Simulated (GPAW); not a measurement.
# CdTe (F-43m) in GPAW: single point with PBE

Aim: the single point of CdTe with PBE.

All numbers are computed with GPAW 26.7.0; they aren't measurements. Logs are shortened: lines on timing, memory, paths and dates and some standing lists are left out, and cuts for length are marked. The log counts tension as positive stress, the text compression.

**Experimental background.**

A printed reference work, data compilation reports, for a bulk crystal of CdTe at 0 K: band gap 1.607 eV.

How close the calculation comes is told below.

## Step 1: The crystal as given

It takes space group F-43m (No. 216, cubic). The conventional cell has a = 6.410 Å, b = 6.410 Å, c = 6.410 Å, α = 90.00°, β = 90.00°, γ = 90.00°. Te (site symmetry -43m) has 4 Cd at 2.78 Å as nearest neighbours. Cd (site symmetry -43m) is surrounded by 4 Te at 2.78 Å.

## Step 2: Single point, PBE

run.py

```python
from ase.dft.bandgap import bandgap
from ase.io import read, write
from ase.units import GPa
from gpaw import GPAW, PW

atoms = read('CdTe.xyz')

calc = GPAW(mode=PW(450),
            xc='PBE',
            kpts={'size': (6, 6, 6), 'gamma': True},
            occupations={'name': 'fermi-dirac', 'width': 0.05},
            nbands=18,
            maxiter=120,
            txt='gpaw.txt')
atoms.calc = calc
energy = atoms.get_potential_energy()
forces = atoms.get_forces()
stress = atoms.get_stress()
calc.write('gs.gpw')
write('result.traj', atoms)
print(f'Energy: {energy:.6f} eV')
print('Forces (eV/A):')
print(forces.round(4))
print('Stress (GPa):', (stress / GPa).round(3))
print('Fermi level:', round(calc.get_fermi_level(), 4), 'eV')
print(f'Gap: {bandgap(calc)[0]:.4f} eV, direct: {bandgap(calc, direct=True)[0]:.4f} eV')
```

CdTe.xyz

```xyz
2
Lattice="0.0000000000 3.2050000000 3.2050000000 3.2050000000 0.0000000000 3.2050000000 3.2050000000 3.2050000000 0.0000000000" Properties=species:S:1:pos:R:3 pbc="T T T"
Te     4.8075000000      4.8075000000      4.8075000000
Cd     0.0000000000      0.0000000000      0.0000000000
```

Potentials or basis: GPAW PAW data sets (gpaw-data 1.2.1), pw.

The run is started by

```bash
OMP_NUM_THREADS=1 python run.py
```

gpaw.txt:

```text
__  _  _
 | _ |_)|_||  |
 |__||  | ||/\| - 26.7.0

Input parameters:
  mode=PW(ecut=450.00000000000006),
  kpts=MonkhorstPack(size=(6, 6, 6), gamma=True),
  maxiter=120,
  nbands=18,
  occupations=Occupations(name='fermi-dirac', width=0.05),
  xc=XC(name='PBE')

Diagonalizing LCAO Hamiltonian
Converting LCAO to pw mode

                      Te

       Cd

Atoms  # Å, Bohr magnetons
|   | symbol |        x |        y |        z |    initial magnetic moments |
|---|--------|----------|----------|----------|-----------------------------|
| 0 |     Te | 4.807500 | 4.807500 | 4.807500 | ( 0.0000,  0.0000,  0.0000) |
| 1 |     Cd | 0.000000 | 0.000000 | 0.000000 | ( 0.0000,  0.0000,  0.0000) |

Unit cell  # Å
| periodic |        x |        y |        z |  lengths |    angles |
|----------|----------|----------|----------|----------|-----------|
|      yes | 0.000000 | 3.205000 | 3.205000 | 4.532554 | 60.000000 |
|      yes | 3.205000 | 0.000000 | 3.205000 | 4.532554 | 60.000000 |
|      yes | 3.205000 | 3.205000 | 0.000000 | 4.532554 | 60.000000 |

Number of symmetries: 24
Symmetry operations  # r_c * U_cc + t_c -> r_c
|    | kind |            matrix            |
|----|------|------------------------------|
|  0 |  E   |  1, 0, 0,  0, 1, 0,  0, 0, 1 |
|  1 |  σ   |  1, 0, 0,  0, 0, 1,  0, 1, 0 |
|  2 |  σ   |  1, 0,-1,  0, 1,-1,  0, 0,-1 |
|  3 |  C3  |  1, 0,-1,  0, 0,-1,  0, 1,-1 |
|  4 |  C3  |  1,-1, 0,  0,-1, 1,  0,-1, 0 |
|  5 |  σ   |  1,-1, 0,  0,-1, 0,  0,-1, 1 |
|  6 |  σ   |  0, 1, 0,  1, 0, 0,  0, 0, 1 |
|  7 |  C3  |  0, 1, 0,  0, 0, 1,  1, 0, 0 |
|  8 |  C2  |  0, 1,-1,  1, 0,-1,  0, 0,-1 |
|  9 |  S4  |  0, 1,-1,  0, 0,-1,  1, 0,-1 |
| 10 |  C3  |  0, 0, 1,  1, 0, 0,  0, 1, 0 |
| 11 |  σ   |  0, 0, 1,  0, 1, 0,  1, 0, 0 |
| 12 |  S4  |  0, 0,-1,  1, 0,-1,  0, 1,-1 |
| 13 |  C3  |  0, 0,-1,  0, 1,-1,  1, 0,-1 |
| 14 |  S4  |  0,-1, 1,  1,-1, 0,  0,-1, 0 |
| 15 |  C2  |  0,-1, 1,  0,-1, 0,  1,-1, 0 |
| 16 |  C3  |  0,-1, 0,  1,-1, 0,  0,-1, 1 |
| 17 |  S4  |  0,-1, 0,  0,-1, 1,  1,-1, 0 |
| 18 |  S4  | -1, 1, 0, -1, 0, 1, -1, 0, 0 |
| 19 |  C3  | -1, 1, 0, -1, 0, 0, -1, 0, 1 |
| 20 |  C3  | -1, 0, 1, -1, 1, 0, -1, 0, 0 |
| 21 |  S4  | -1, 0, 1, -1, 0, 0, -1, 1, 0 |
| 22 |  σ   | -1, 0, 0, -1, 1, 0, -1, 0, 1 |
| 23 |  C2  | -1, 0, 0, -1, 0, 1, -1, 1, 0 |

BZ-sampling:
  Number of BZ points: 216
  Number of IBZ points: 16

  Monkhorst-Pack size: [6, 6, 6]
  Monkhorst-Pack shift: [0.08333333333333333, 0.08333333333333333, 0.08333333333333333]

K-points  # in reciprocal-cell coordinates
|     |                                coordinates |     weight |
|-----|--------------------------------------------|------------|
|   0 | (  0.00000000,   0.00000000,   0.00000000) | 0.00462963 |
|   1 | (  0.16666667,   0.16666667,   0.00000000) | 0.02777778 |
|   2 | (  0.16666667,   0.16666667,   0.16666667) | 0.03703704 |
|   3 | (  0.33333333,   0.16666667,   0.16666667) | 0.05555556 |
|   4 | (  0.33333333,   0.33333333,  -0.33333333) | 0.05555556 |
|   5 | (  0.33333333,   0.33333333,   0.00000000) | 0.02777778 |
|   6 | (  0.33333333,   0.33333333,   0.16666667) | 0.11111111 |
|   7 | (  0.33333333,   0.33333333,   0.33333333) | 0.03703704 |
|   8 | (  0.50000000,   0.33333333,  -0.33333333) | 0.11111111 |
|   9 | (  0.50000000,   0.33333333,  -0.16666667) | 0.05555556 |
| ... |                                            |            |
|  15 | (  0.50000000,   0.50000000,   0.50000000) | 0.01851852 |

Plane wave coefficients: 1458
Cutoff: 450.00000000000006 eV

Spin-components: 1 (collinear spins)
Bands:           18
Projectors:      11
Spin-degeneracy: 2
Datatype:        complex128

Parallelization:
  kpt:    1
  domain: 1
  band:   1

Density:
  Valence electrons: 18.0
  Components: 1
  Grid points: [24 24 24]
  Charge: 0.0  # |e|

Potential:
  Grid points: [24 24 24]

species:
  Te:
    name:    Tellurium
    Z:       52.0
    valence: 6
    core:    46
    charge:  0.0  # [|e|]
    compensation charges:
      type: gauss
      rc: 0.36  # [Å]
      lmax: 2
    cutoffs:
      filter: 2.09  # [Å]
      core: 3.17  # [Å]
    projectors
    | kind |    occ | energy [eV] | rcut [Å] |
    |------|--------|-------------|----------|
    |   5s |  2.000 |     -15.089 |    1.180 |
    |   5p |  4.000 |      -5.955 |    1.196 |
    |    s |        |      12.123 |    1.180 |
    |    p |        |      21.256 |    1.196 |
    |    d |        |       0.000 |    1.238 |

    Using partial waves for Te as LCAO basis

  Cd:
    name:    Cadmium
    Z:       48.0
    valence: 12
    core:    36
    charge:  0.0  # [|e|]
    compensation charges:
      type: gauss
      rc: 0.38  # [Å]
      lmax: 2
    cutoffs:
      filter: 2.12  # [Å]
      core: 2.62  # [Å]
    projectors
    | kind |    occ | energy [eV] | rcut [Å] |
    |------|--------|-------------|----------|
    |   5s |  2.000 |      -5.655 |    1.191 |
    |   5p |  0.000 |      -1.186 |    1.228 |
    |   4d | 10.000 |     -11.739 |    1.164 |
    |    s |        |      21.556 |    1.191 |
    |    p |        |      26.026 |    1.228 |
    |    d |        |      15.473 |    1.164 |

    Using partial waves for Cd as LCAO basis

Reference energy: -336963.801770  # eV

eigensolver:
  PPCG
  Converge bands: occupied
  niter=2

density mixing:
  MSR1-Mixer
  Pratt-step length: 0.05
  Maximum mixing coefficient: 0.75
  Old densities: 10
  SVD Regularization: 0.005
  Good broyden scale: 1.0
  Trust region scale: 1.0
  Backstep threshold: 4.0
  History deletion threshold: 6.0
  Fourier metric: weight=20.0, sigma=0.015

occupation numbers:
  Fermi-Dirac:
    width: 0.0500  # eV

poisson solver:
  ecut: 3600.0000000000005  # eV

xc functional:
  name: PBE with 2 nearest neighbor stencil

convergence criteria:
- Maximum [total energy] change in last 3 cyles: 0.0005 eV / valence electron
- Maximum integral of absolute [dens]ity change: 0.0001 electrons / valence electron
- Maximum integral of absolute [eigenst]ate change: 4e-08 eV^2 / valence electron
maximum number of iterations: 120

SCF iterations
|iter     | |      energy | eigst |  dens |
|---------|-|-------------|-------|-------|
|iter:   1| |   -5.186472 | -0.44 |       |
|iter:   2| |   -5.142220 | -2.39 | -1.25 |
|iter:   3| |   -4.971438 | -1.78 | -1.30 |
|iter:   4| |   -4.970334 | -3.36 | -1.79 |
|iter:   5| |   -4.969964c| -3.85 | -2.24 |
|iter:   6| |   -4.970002c| -5.50 | -2.95 |
|iter:   7| |   -4.970006c| -6.70 | -3.56 |
|iter:   8| |   -4.970006c| -7.90c| -4.47c|

Converged in 8 steps
Energy contributions relative to reference atoms: (reference = -336963.801770)

Energy contributions:
  Kinetic:          22.406933
  Coulomb:         -20.253665
  Zero:              0.295174
  External:          0.000000
  Xc:               -7.418447
  Entropy:          -0.000003
  Spinorbit:         0.000000
  ----------------------------
  Free energy:      -4.970007
  Extrapolated:     -4.970006

dipole moment: (-16.506145, -16.506145, -16.506145)  # |e|*Ang

Fermi level: 4.554
Eigenvalues  # (at kpt = [0.000, 0.000, 0.000])
| band index |      eig [eV] | occ [0-2] |
|------------|---------------|-----------|
|          0 |        -7.266 |     2.000 |
|          1 |        -4.270 |     2.000 |
|          2 |        -4.270 |     2.000 |
|          3 |        -4.270 |     2.000 |
|          4 |        -3.982 |     2.000 |
|          5 |        -3.982 |     2.000 |
[... 10 lines left out ...]
|         16 |        14.189 |     0.000 |
|         17 |        14.189 |     0.000 |

Gap: 0.868 eV
Transition (v -> c):
  (s=0, k=0, n=8, [0.00, 0.00, 0.00]) -> (s=0, k=0, n=9, [0.00, 0.00, 0.00])
No difference between direct/indirect transitions

Forces  # eV/Ang
|        x |        y |        z |
|----------|----------|----------|
| -0.00000 | -0.00000 | -0.00000 |  # Te   0
| -0.00000 | -0.00000 |  0.00000 |  # Cd   1

Stress tensor  # eV/Ang^3
|         x |         y |         z |
|-----------|-----------|-----------|
| -0.019871 |  0.000000 |  0.000000 |
|  0.000000 | -0.019871 | -0.000000 |
|  0.000000 | -0.000000 | -0.019871 |

# Writing to gs.gpw (mode='')
```

Run time: 7.1 s. Hardware: 1 thread of AMD EPYC 7B13 (Zen 3), shared host; peak memory 0.15 GiB.

Results:

| Item | Value |
| --- | --- |
| Free energy | -4.9700 eV |
| Pressure | 3.2 GPa |
| Band gap on the k mesh | 0.87 eV, direct |

Levels at points of the mesh, in eV from the valence-band top:
| k point | band 6 | band 7 | band 8 | band 9 | band 10 | band 11 | band 12 | band 13 |
| --- | --- | --- | --- | --- | --- | --- | --- | --- |
| (0.00, 0.00, 0.00) | -8.07 | 0.00 | 0.00 | 0.00 | 0.87 | 4.57 | 4.57 | 4.57 |
| (0.50, 0.50, 0.00) | -7.54 | -4.47 | -1.99 | -1.99 | 2.54 | 2.67 | 9.00 | 9.30 |
| (0.50, 0.50, 0.50) | -7.69 | -4.62 | -0.83 | -0.83 | 1.85 | 5.18 | 5.18 | 7.09 |

Caveat: the cutoff is short for stress and forces, so pressures can be off by a GPa or more; spin-orbit coupling is left out, which moves the levels of the heavy elements.

## Step 3: Against experiment

Step 2. A measured gap of CdTe is 1.607 eV (0 K; a printed reference work, data compilation); the calculated 0.87 eV misses it by -0.74 eV. Spin-orbit coupling on Cd, Te is left out. The value is that of PBE, without temperature or zero-point motion. Semilocal functionals fall short of measured gaps as a rule.
